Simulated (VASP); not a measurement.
AgCl:

```xyz
2
Lattice="3.4340 0.0000 0.0000 0.0000 3.4340 0.0000 0.0000 0.0000 3.4340" Properties=species:S:1:pos:R:3 pbc="T T T"
Ag    0.0000    0.0000    0.0000
Cl    1.7170    1.7170    1.7170
```

Measurements of this composition are mostly on another form, of space group No. 225.

Base run:

```yaml
Program: VASP 6.6.1
Functional: PBE
Potentials_or_basis: VASP PAW PBE potentials, release 64 (Ag_GW, Cl_GW)
Cutoff: 450 eV
k_mesh: 5 × 5 × 5
Occupations: gaussian, width 0.02 eV
Spin: no spin polarisation
```

Its results: band gap on the k mesh 0.67 eV, indirect (least direct gap 2.07 eV); pressure -0.2 GPa.

**Question.** The run is repeated on the same cell with these changes: k mesh from 5 × 5 × 5 to 4 × 4 × 4. What comes out?

**Answer.** Band gap on the k mesh 0.56 eV, indirect (least direct gap 2.05 eV); pressure 0.0 GPa.

Caveats: some runs use coarse meshes; an odd mesh through Γ misses points on the zone boundary, where band edges often lie (some runs).
